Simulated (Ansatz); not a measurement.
Ti: an alloy series on one sublattice

Ti, P6/mmm, a = 4.515 Å, c = 2.799 Å. This isn't the element's structure at ambient conditions. Ansatz: PBEsol, PAW, 420 eV, Γ-centred 12×12×8 mesh on 6 atoms, Gaussian smearing 0.10 eV; no spin polarisation. Si replaces Ti on a share x of its sites in ordered cells of 6 atoms, relaxed within their symmetry; both ends keep this structure, and each row is the lowest of the orders tried at that x (1 to 2). The mixing energy is per mixed site over the two ends. Neither end has its usual structure, and against the stable forms the mixing energies would lie higher.

```tsv
x	mixing energy (meV/site)	V (Å³/atom)
0.000	0.0	16.472
0.167	-266.4	15.696
0.500	?	?
0.667	-262.4	14.482
0.833	-322.7	14.117
1.000	0.0	14.375
```

**Question.** Fit the regular-solution form ΔH = Ω x(1 − x), and V = the straight line between the end volumes + b x(1 − x), to the other rows and predict the missing row.

**Answer.** With w = x(1 − x): x = 0.167, w = 0.1391, ΔH/w = -1915, excess volume -0.426; x = 0.667, w = 0.2221, ΔH/w = -1181, excess volume -0.591; x = 0.833, w = 0.1391, ΔH/w = -2320, excess volume -0.608. Least squares through zero (Σ w·y / Σ w²) gives Ω = -1593 meV and b = -3.126 Å³. ΔH/w isn't constant, so Ω is only an average. The orders tried at one x differ by up to 206 meV/site, and taking the lowest tends to put Ω under a random alloy's. At x = 0.500, w = 0.2500: ΔH = -398.2 meV/site and V = 14.642 Å³/atom (computed 14.666). The run gave -629.0 meV/site, so the fit is 230.8 meV/site too high, 37 % of the span of the series, against an rms of 82.8 meV/site on the fitted rows. ΔH/w is -2516 meV in this row and -2320 to -1181 in the others: each row is one ordered cell, not a random alloy, and the form has no term for order or for a skew between the two ends.

The computed energies at x = 0.167 and 0.833 differ by 56.3 meV/site, which can't be told from the effect of order: the orders tried at one x differ by up to 206 meV/site. Spin polarisation was left out, and a magnetic state may lie lower.

Cost: 8 runs of about 23 core-minutes in all, on Intel Xeon Processor @ 2.50GHz (Skylake/Cascade Lake) (shared hosts).